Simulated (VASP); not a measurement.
A run of VASP 6.6.1 is set up as follows.

Contents of INCAR:

```
SYSTEM = CdTe
  PREC = Accurate
  ENCUT = 500
  EDIFF = 1E-6
  ISMEAR = 0
  SIGMA = 0.01
  LREAL = .False.
  LASPH = .True.
  NELM = 120
  ALGO = Normal
  ISIF = 2
  LWAVE = .False.
  LCHARG = .True.
  GGA = PE
  IVDW = 13
  LELF = .True.
  LVHAR = .True.
  NBANDS = 16
  GGA_COMPAT = .False.
```

The input KPOINTS:

```
Automatic mesh
0
Gamma
  5 5 5
  0 0 0
```

POSCAR

```
CdTe
1.0
    0.0000000000      3.2590952965      3.2590952965
    3.2590952965      0.0000000000      3.2590952965
    3.2590952965      3.2590952965      0.0000000000
Cd Te
1 1
Direct
    0.0000000000      0.0000000000      0.0000000000
    0.2500000000      0.2500000000      0.2500000000
```

Potentials or basis: VASP PAW PBE potentials, release 64 (Cd, Te).

The run is started by

```sh
$ cat potpaw_PBE.64/Cd/POTCAR potpaw_PBE.64/Te/POTCAR > POTCAR
$ mpirun -np 1 vasp_std > vasp.out
```

Predict the pressure.

0.1 GPa.

Predict the band gap on the k mesh.

0.71 eV.

Estimate the dispersion energy per atom.

-0.349 eV.

Caveat: spin-orbit coupling is left out, which moves the levels of the heavy elements.

**Experimental background.**

From a printed reference work, data compilation, for a bulk crystal of CdTe at 0 K: band gap 1.607 eV.

Against the measured gap of CdTe, 1.607 eV (0 K; a printed reference work, data compilation), the calculated 0.71 eV is off by -0.89 eV. Spin-orbit coupling on Cd, Te is left out. The value is that of PBE+D4, without temperature or zero-point motion. Semilocal functionals fall short of measured gaps as a rule.
